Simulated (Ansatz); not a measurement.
Structure types of PbS compared at 11 GPa

Structure types of PbS are relaxed in primitive cells with their symmetry kept at 11 GPa, on PAW files; LAPW relaxes the small cells further and takes the PAW cell for the others (marked *). The enthalpy is E + pV at zero temperature, without zero-point motion. Only the types listed were tried, and differences under about 5 meV/atom are mesh noise. The real phase may be another.

All numbers are PBE results (scalar-relativistic) from Ansatz 0.2.0, with Fermi–Dirac smearing of 0.05 eV, no spin polarisation. Methods: LAPW: all electrons, basis error target 0.5 meV/atom; PAW: frozen-core files, cutoff 420 eV.

k meshes: rocksalt 13×13×13, CsCl 12×12×12, zincblende 11×11×11, wurtzite 9×9×5, NiAs 9×9×5.

Spin–orbit coupling is left out, which matters for the heavy atoms.

**Question.** Which type is lowest in enthalpy, and by how much?

**Answer.** rocksalt, 75 meV/atom below NiAs. The whole table:

| start type | ends as | a, b, c (Å) | V (Å³/atom) | H − H(lowest), LAPW (meV/atom) | same, PAW |
| --- | --- | --- | --- | --- | --- |
| rocksalt | rocksalt, Fm-3m | 5.714, 5.714, 5.714 | 23.32 | 0.0 | 0.0 |
| CsCl | CsCl, Pm-3m | 3.478, 3.478, 3.478 | 21.04 | 86.9 | 87.0 |
| zincblende | zincblende, F-43m | 6.208, 6.208, 6.208 | 29.91 | 715.5 | 715.3 |
| wurtzite* | flat h-MgO, P6_3/mmc | 4.725, 4.725, 5.687 | 27.49 | 407.4 | 407.4 |
| NiAs* | NiAs, P6_3/mmc | 3.862, 3.862, 7.239 | 23.38 | 75.1 | 75.1 |

**Question.** Split the lead of rocksalt over NiAs into energy and pV.

**Answer.** For NiAs less rocksalt: ΔE = +71.2 meV/atom, and p·ΔV = 11 GPa × +0.0571 Å³ × 6.242 meV/(GPa·Å³) = +3.9 meV/atom, together 75.1 meV/atom. rocksalt wins on both counts.
